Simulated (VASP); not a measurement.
# AgCl (Pm-3m) in VASP: a series of runs, part 2 of 2

VASP 6.6.1. The steps go on from the part before.

## Step 5: Single point, PBE

Input file INCAR:

```
PREC     = Accurate       # precision mode
ENCUT    = 340            # plane-wave cutoff, eV
EDIFF    = 1E-6           # SCF threshold, eV
ISMEAR   = 0              # smearing method
SIGMA    = 0.05           # smearing width, eV
LREAL    = F              # projectors in reciprocal space
LASPH    = T              # aspherical terms in the spheres
NELM     = 100            # most SCF steps
ALGO     = Normal         # electronic algorithm
ISIF     = 2              # what is computed and relaxed
LWAVE    = F              # write WAVECAR
LCHARG   = F              # write CHGCAR
GGA      = PE             # functional
ADDGRID  = F
```

Input file KPOINTS:

```
Automatic mesh
0
Gamma
  7 7 7
```

Input file POSCAR:

```
AgCl
1.0
    3.4339730000      0.0000000000      0.0000000000
    0.0000000000      3.4339730000      0.0000000000
    0.0000000000      0.0000000000      3.4339730000
Ag Cl
1 1
Direct
    0.0000000000      0.0000000000      0.0000000000
    0.5000000000      0.5000000000      0.5000000000
```

Potentials or basis: VASP PAW PBE potentials, release 64 (Ag, Cl).

Command:

```bash
cat potpaw_PBE.64/Ag/POTCAR potpaw_PBE.64/Cl/POTCAR > POTCAR
mpirun -np 1 vasp_std > vasp.out
```

OUTCAR:

```text
PREC = Accurate
   ENCUT = 340
   EDIFF = 1E-6
   ISMEAR = 0
   LREAL = F
   LASPH = T
   NELM = 100
   ISIF = 2
   GGA = PE

 Found     20 irreducible k-points:

 Following reciprocal coordinates:
            Coordinates               Weight
  0.000000  0.000000  0.000000      1.000000
  0.142857  0.000000  0.000000      6.000000
  0.285714  0.000000  0.000000      6.000000
  0.428571  0.000000  0.000000      6.000000
  0.142857  0.142857  0.000000     12.000000
  0.285714  0.142857  0.000000     24.000000
   k-points           NKPTS =     20   k-points in BZ     NKDIM =     20   number of bands    NBANDS=     13
   number of dos      NEDOS =    301   number of ions     NIONS =      2
   total plane-waves  NPLWV =  13824
   dimension x,y,z NGX =    24 NGY =   24 NGZ =   24
   dimension x,y,z NGXF=    48 NGYF=   48 NGZF=   48
   ions per type =               1   1
   NGX,Y,Z   is equivalent  to a cutoff of  11.62, 11.62, 11.62 a.u.
   NGXF,Y,Z  is equivalent  to a cutoff of  23.24, 23.24, 23.24 a.u.
 SYSTEM =  unknown system
   PREC   = accura    normal or accurate (medium, high low for compatibility)
   ISTART =      0    job   : 0-new  1-cont  2-samecut
   ICHARG =      2    charge: 1-file 2-atom 10-const
   ISPIN  =      1    spin polarized calculation?
   LNONCOLLINEAR =      F non collinear calculations
   LSORBIT =      F    spin-orbit coupling
   LASPH  =      T    aspherical Exc in radial PAW
   ENCUT  =  340.0 eV  24.99 Ry    5.00 a.u.   5.16  5.16  5.16*2*pi/ulx,y,z
   NELM   =    100;   NELMIN=  2; NELMDL= -5     # of ELM steps
   EDIFF  = 0.1E-05   stopping-criterion for ELM
   LREAL  =      F    real-space projection
   EDIFFG = 0.1E-04   stopping-criterion for IOM
   NSW    =      0    number of steps for IOM
   IBRION =     -1    ionic relax: 0-MD 1-quasi-New 2-CG
   NFREE  =      0    steps in history (QN), initial steepest desc. (CG)
   ISIF   =      2    stress and relaxation
   ISYM   =      2    0-nonsym 1-usesym 2-fastsym
   POTIM  = 0.5000    time-step for ionic-motion
   TEBEG  =    0.0;   TEEND  =   0.0 temperature during run
   PSTRESS=    0.0 pullay stress
   NELECT =      18.0000    total number of electrons
   NUPDOWN=      -1.0000    fix difference up-down
   EMIN   =  10.00;   EMAX   =-10.00  energy-range for DOS
   EFERMI =   0.00;   METHOD = LEGACY
   ISMEAR =     0;   SIGMA  =   0.05  broadening in eV -4-tet -1-fermi 0-gaus
   EFERMI_NEDOS =   21; number of points for ismear=-14 and -15
   IALGO  =     38    algorithm
   IMIX   =      4    mixing-type and parameters
     AMIX     =   0.40;   BMIX     =  1.00
     AMIX_MAG =   1.60;   BMIX_MAG =  1.00
  volume/ion in A,a.u.               =      20.25       136.63
  Fermi-wavevector in a.u.,A,eV,Ry     =   1.249402  2.361027 21.238760  1.561005
  Thomas-Fermi vector in A             =   2.383444
   LORBIT       =      0    0 simple, 1 ext, 2 COOP (PROOUT), +10 PAW based schemes
   GGA     = PE    functional components
   LHFCALC =     F    Hartree Fock is set to
   AEXX    =    0.0000 exact exchange contribution
   IVDW    =     0    specifies the selected vdW correction
   LEPSILON=     F    determine dielectric tensor
   LRPA    =     F    only Hartree local field effects (RPA)
 non-spin polarized calculation
 Gauss-broadening in eV      SIGMA  =   0.05
  energy-cutoff  :      340.00
  volume of cell :       40.49
 maximum number of plane-waves:       588
 NGX is ok and might be reduce to    24
   NGX = 11   NGY = 11   NGZ = 11

 number of electron      17.9999990 magnetization

 Free energy of the ion-electron system (eV)
  ---------------------------------------------------
  ext. energy  EPLUGINS =         0.00000000
  ---------------------------------------------------
  free energy    TOTEN  =        -5.12150474 eV

  energy without entropy =       -5.12150474  energy(sigma->0) =       -5.12150474

 E-fermi :   4.0636     XC(G=0): -10.3851

 val. band max:        3.8359342916   @ k =   0.4286   0.0000   0.0000
 cond. band min:       4.4564548956   @ k =   0.0000   0.0000   0.0000
 fundamental gap:      0.6205206039
 Fermi energy:         4.0635928896

 k-point     1 :       0.0000    0.0000    0.0000
  band No.  band energies     occupation
      1     -10.6841      2.00000
      2       1.1747      2.00000
      3       1.1747      2.00000
      4       2.1126      2.00000
      5       2.1126      2.00000
      6       2.1126      2.00000
      7       2.3862      2.00000
      8       2.3862      2.00000
      9       2.3862      2.00000
     10       4.4565      0.00000
     11      13.3285      0.00000
     12      13.3285      0.00000
     13      17.5434      0.00000

 k-point     2 :       0.1429    0.0000    0.0000
  band No.  band energies     occupation
      1     -10.6039      2.00000
      2       0.8611      2.00000
      3       1.2018      2.00000
      4       1.6850      2.00000
      5       1.6850      2.00000
      6       1.9239      2.00000
      7       2.1218      2.00000
      8       2.8853      2.00000
      9       2.8853      2.00000
     10       5.3548      0.00000
     11      13.2968      0.00000
     12      13.3274      0.00000
     13      16.4836      0.00000

 k-point     3 :       0.2857    0.0000    0.0000
  band No.  band energies     occupation
      1     -10.4125      2.00000
      2      -0.2415      2.00000
      3       1.2625      2.00000
      4       1.2849      2.00000
      5       1.2849      2.00000
      6       2.1133      2.00000
      7       2.1428      2.00000
      8       3.4613      2.00000
      9       3.4613      2.00000
     10       6.7211      0.00000
     11      12.0684      0.00000
     12      13.3212      0.00000
     13      14.9665      0.00000

 k-point     4 :       0.4286    0.0000    0.0000
  band No.  band energies     occupation
      1     -10.2458      2.00000
      2      -1.0094      2.00000
      3       1.0693      2.00000
      4       1.0693      2.00000
      5       1.3126      2.00000
      6       2.1599      2.00000
      7       2.4233      2.00000
      8       3.8359      2.00000
      9       3.8359      2.00000
     10       8.1860      0.00000
     11      10.0949      0.00000
     12      13.3163      0.00000
     13      14.0373      0.00000

 k-point     5 :       0.1429    0.1429    0.0000
  band No.  band energies     occupation
      1     -10.5279      2.00000
      2       0.7778      2.00000
      3       1.0075      2.00000
      4       1.4335      2.00000
      5       1.5773      2.00000
      6       2.0592      2.00000
      7       2.3664      2.00000
      8       2.4016      2.00000
      9       3.1108      2.00000
     10       6.1076      0.00000
     11      13.2196      0.00000
     12      13.4666      0.00000
     13      15.0658      0.00000

 k-point     6 :       0.2857    0.1429    0.0000
  band No.  band energies     occupation
      1     -10.3473      2.00000
      2      -0.1294      2.00000
      3       1.0017      2.00000
      4       1.3369      2.00000
      5       1.4251      2.00000
      6       2.0594      2.00000
      7       2.1889      2.00000
      8       2.8863      2.00000
      9       3.4824      2.00000
     10       7.2726      0.00000
     11      11.8497      0.00000
     12      13.5169      0.00000
     13      14.5598      0.00000

 [... further k-points ...]

------------------------ aborting loop because EDIFF is reached ----------------------------------------

  FORCE on cell =-STRESS in cart. coord.  units (eV):
  Direction    XX          YY          ZZ          XY          YZ          ZX
  --------------------------------------------------------------------------------------
  -------------------------------------------------------------------------------------
  Total       -0.1706881     -0.1706881     -0.1706881      0.0000000     -0.0000000     -0.0000000
  in kB       -6.7534100     -6.7534100     -6.7534100      0.0000000     -0.0000000     -0.0000000
  external PRESSURE =      -6.7534100 kB  Pullay stress =       0.0000000 kB

 VOLUME and BASIS-vectors are now :
 -----------------------------------------------------------------------------
  energy-cutoff  :      340.00
  volume of cell :       40.49
      direct lattice vectors                 reciprocal lattice vectors
     3.433973000  0.000000000  0.000000000     0.291207881  0.000000000  0.000000000
     0.000000000  3.433973000  0.000000000     0.000000000  0.291207881  0.000000000
     0.000000000  0.000000000  3.433973000     0.000000000  0.000000000  0.291207881

 POSITION                                       TOTAL-FORCE (eV/Angst)
 -----------------------------------------------------------------------------------
      0.00000      0.00000      0.00000         0.000000      0.000000      0.000000
      1.71699      1.71699      1.71699         0.000000      0.000000      0.000000
 -----------------------------------------------------------------------------------
    total drift:                               -0.000000      0.000000     -0.000000

  FREE ENERGIE OF THE ION-ELECTRON SYSTEM (eV)
  ---------------------------------------------------
  free  energy   TOTEN  =        -5.1215047424 eV

  energy  without entropy=       -5.1215047424  energy(sigma->0) =       -5.12150474
```

It took 4.7 s on 1 thread of AMD EPYC 9R45 (Zen 5), shared host; peak memory 0.09 GiB.

The run converged, but some of its settings lie outside the range that counts as converged, so its numbers aren't taken as properties of the crystal.

What came out:

* Free energy: -5.1215 eV
* Pressure: -0.7 GPa
* Band gap on the k mesh: 0.62 eV, indirect (least direct gap 2.07 eV)

Caveat: an odd mesh through Γ misses points on the zone boundary, where band edges often lie.

## Step 6: Single point, PBE

Changes to INCAR since step 5:

```diff
@@ -1,3 +1,3 @@
 PREC     = Accurate       # precision mode
-ENCUT    = 340            # plane-wave cutoff, eV
+ENCUT    = 520            # plane-wave cutoff, eV
 EDIFF    = 1E-6           # SCF threshold, eV
```

Input file KPOINTS:

```
Automatic mesh
0
Gamma
  6 6 6
```

POSCAR is that of step 5.

Potentials or basis: VASP PAW PBE potentials, release 64 (Ag, Cl).

Command:

```bash
cat potpaw_PBE.64/Ag/POTCAR potpaw_PBE.64/Cl/POTCAR > POTCAR
mpirun -np 1 vasp_std > vasp.out
```

It took 6.9 s on 1 thread of AMD EPYC 9R45 (Zen 5), shared host; peak memory 0.12 GiB.

These settings aren't checked as converged: the numbers below hold their error.

Results:

- Free energy: -5.1202 eV
- Pressure: -0.2 GPa
- Band gap on the k mesh: 0.57 eV, indirect (least direct gap 2.07 eV)

## Step 7: For comparison

An earlier run on the cell as given: functional PBE; potentials or basis VASP PAW PBE potentials, release 64 (Ag, Cl); cutoff 520 eV; k mesh 8 × 8 × 8; occupations fermi-dirac, width 0.05 eV; no spin polarisation.

- Pressure: -0.3 GPa
- Band gap on the k mesh: 0.57 eV, indirect (least direct gap 2.08 eV)
